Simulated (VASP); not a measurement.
## Fe: single point with PBE

Fe:

```
CELL_PARAMETERS angstrom
-1.44300 1.44300 1.44300
1.44300 -1.44300 1.44300
1.44300 1.44300 -1.44300
ATOMIC_POSITIONS crystal
Fe 0.00000 0.00000 0.00000
```

```yaml
Program: VASP 6.6.1
Task: single point
Functional: PBE
Potentials_or_basis: VASP PAW PBE potentials, release 64 (Fe)
Cutoff: 520 eV
k_mesh: 13 × 13 × 13
Occupations: fermi-dirac, width 0.05 eV
Spin: collinear spin, ferromagnetic start
Starting_moments: "[3.0] μB"
Further_INCAR_settings: ALGO = Normal; EDIFF = 1e-07; NBANDS = 14
```

```
Pressure                                              : -9.1 GPa
Band gap on the k mesh                                : none (metal or under the smearing width)
Net moment                                            : 2.28 μB per cell
Site moments                                          : Fe +2.29 μB
Valence electrons inside the program's atomic spheres : Fe 7.16
```

Levels at points of the mesh, in eV from the Fermi level:
Spin up:
| k point | band 1 | band 2 | band 3 | band 4 | band 5 | band 6 | band 7 | band 8 | band 9 | band 10 |
| --- | --- | --- | --- | --- | --- | --- | --- | --- | --- | --- |
| (0.00, 0.00, 0.00) | -8.07 | -2.19 | -2.19 | -2.19 | -1.07 | -1.07 | 24.51 | 24.51 | 24.51 | 29.24 |
Spin down:
```tsv
k point	band 1	band 2	band 3	band 4	band 5	band 6	band 7
(0.00, 0.00, 0.00)	-7.92	-0.17	-0.17	-0.17	1.75	1.75	24.22
```

It took 65 s on 1 thread of AMD EPYC 7R43 64-Core Processor (Zen 3) (shared host), peak memory 0.1 GiB.
